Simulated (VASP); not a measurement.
A run of VASP 6.6.1 is set up as follows.

INCAR

```
SYSTEM = TaN
ALGO = Fast
EDIFF = 1E-6
EDIFFG = -0.02
ENCUT = 480
GGA = PE
IBRION = 2
ISIF = 3
ISMEAR = -1
LASPH = .TRUE.
LCHARG = .FALSE.
LREAL = .FALSE.
LWAVE = .FALSE.
NELM = 60
NSW = 60
PREC = Accurate
SIGMA = 0.05
```

File KPOINTS:

```
k-points
0
G
  10 10 5
  0 0 0
```

File POSCAR:

```
TaN
1.0
    2.9217699809      0.0000000000      0.0000000000
   -1.4608849905      2.5303270275      0.0000000000
    0.0000000000      0.0000000000      5.9165150000
Ta N
2 2
Direct
    0.0000000000      0.0000000000      0.5000000000
    0.0000000000      0.0000000000      0.0000000000
    0.3333333333      0.6666666667      0.2500000000
    0.6666666667      0.3333333333      0.7500000000
```

Potentials or basis: VASP PAW PBE potentials, release 64 (Ta_pv, N_s).

Command:

```bash
$ cat potpaw_PBE.64/Ta_pv/POTCAR potpaw_PBE.64/N_s/POTCAR > POTCAR
$ mpirun -np 1 vasp_std > vasp.out
```

What does it give for the band gap on the k mesh?

None (metal or under the smearing width).

Estimate the space group after relaxing (to 0.05 Å).

P6_3/mmc (No. 194).

Final structure:
```xyz
4
Lattice="2.9202 0.0000 0.0000 -1.4601 2.5290 0.0000 0.0000 0.0000 5.9149" Properties=species:S:1:pos:R:3 pbc="T T T"
Ta   -1.4601    2.5290    2.9575
Ta   -1.4601    2.5290    0.0000
N     0.0000    1.6860    1.4787
N     1.4601    0.8430    4.4362
```

Spin-orbit coupling is left out, which matters for the levels of Ta.
